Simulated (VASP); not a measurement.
Runs of VASP 6.6.1 on Si. Symmetry: P6/mmm, No. 191, hexagonal system. The conventional cell has a = 2.621 Å, b = 2.621 Å, c = 2.466 Å, α = 90.00°, β = 90.00°, γ = 120.00°. Si (site symmetry 6/mmm) has 8 Si at 2.47 to 2.62 Å as nearest neighbours. This isn't the form of Si at room conditions, which is diamond.

```tsv
task	level	potentials or basis	cell	k mesh	cutoff (eV)	gap on the mesh (eV)	pressure (GPa)	relaxed volume (Å³/atom)
relaxation of shape and atoms at fixed volume	LDA	VASP PAW LDA potentials, release 64 (Si)	atoms relaxed at fixed volume from: a relaxed cell with its volume scaled by 1.02	18 × 18 × 15	600	none	-2.2	-
relaxation of shape and atoms at fixed volume	PBE	VASP PAW PBE potentials, release 64 (Si)	atoms relaxed at fixed volume from: a relaxed cell with its volume scaled by 0.96	9 × 9 × 8	300	none	4.9	-
relaxation of cell and atoms	PBEsol	VASP PAW PBE potentials, release 64 (Si)	relaxed	18 × 18 × 15	600	none	0.0	(a)
relaxation of shape and atoms at fixed volume	PBEsol	VASP PAW PBE potentials, release 64 (Si)	atoms relaxed at fixed volume	18 × 18 × 15	600	none	0.0	-
relaxation of shape and atoms at fixed volume	PBEsol	VASP PAW PBE potentials, release 64 (Si)	atoms relaxed at fixed volume from: a relaxed cell with its volume scaled by 1.02	18 × 18 × 15	600	none	-2.2	-
relaxation of cell and atoms	PBE	VASP PAW PBE potentials, release 64 (Si)	relaxed	18 × 18 × 15	600	none	0.0	15.07
relaxation of shape and atoms at fixed volume	PBEsol	VASP PAW PBE potentials, release 64 (Si)	atoms relaxed at fixed volume from: a relaxed cell with its volume scaled by 1.04	18 × 18 × 15	600	none	-4.1	-
relaxation of shape and atoms at fixed volume	PBE	VASP PAW PBE potentials, release 64 (Si)	atoms relaxed at fixed volume	9 × 9 × 8	300	none	0.0	-
```

Alike in all rows: no spin polarisation; smearing methfessel-paxton 0.1 eV.

Problem. Fill in the values left out.

Solution. (a) 14.77.

Caveats: the relaxation stopped at its first step, so nothing moved (some runs); the PAW data sets were made with another functional, which shifts forces and pressure a little (some runs); the cutoff is under 1.25 times the usual one of these potentials, so pressure, stress and relaxed cells hold a basis-set (Pulay) error (some runs).

A gap of «none» marks a metal or a gap under the smearing width.
